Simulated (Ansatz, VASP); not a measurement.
**ZrC in VASP and in Ansatz**

```
Zr C
1.0
     0.00000    2.31672    2.31672
     2.31672    0.00000    2.31672
     2.31672    2.31672    0.00000
Zr C
1 1
Direct
  0.50000 0.50000 0.50000
  0.00000 0.00000 0.00000
```

Change from the starting cell: volume scaled by 0.94.

Alike in both runs: task single point; functional PBE; k mesh 10 × 10 × 10; occupations fermi-dirac, width 0.05 eV; no spin polarisation.

|  | VASP | Ansatz |
| --- | --- | --- |
| version | VASP 6.6.1 | Ansatz 0.2.0 |
| potentials or method | VASP PAW PBE potentials, release 64 (Zr_sv, C) | Ansatz PAW |
| plane-wave cutoff (eV) | 520 | 420 |
| valence electrons in the cell | 16 | 16 |

```tsv
	VASP	Ansatz	Ansatz less VASP
gap on the k mesh at the Fermi level (eV)	none	none	-
pressure (GPa)	12.1	11.8	-0.28
```

A gap of «none» marks a metal or a gap that the smearing closes. With one functional, cell and mesh, what is left measures potentials, basis and numerics.
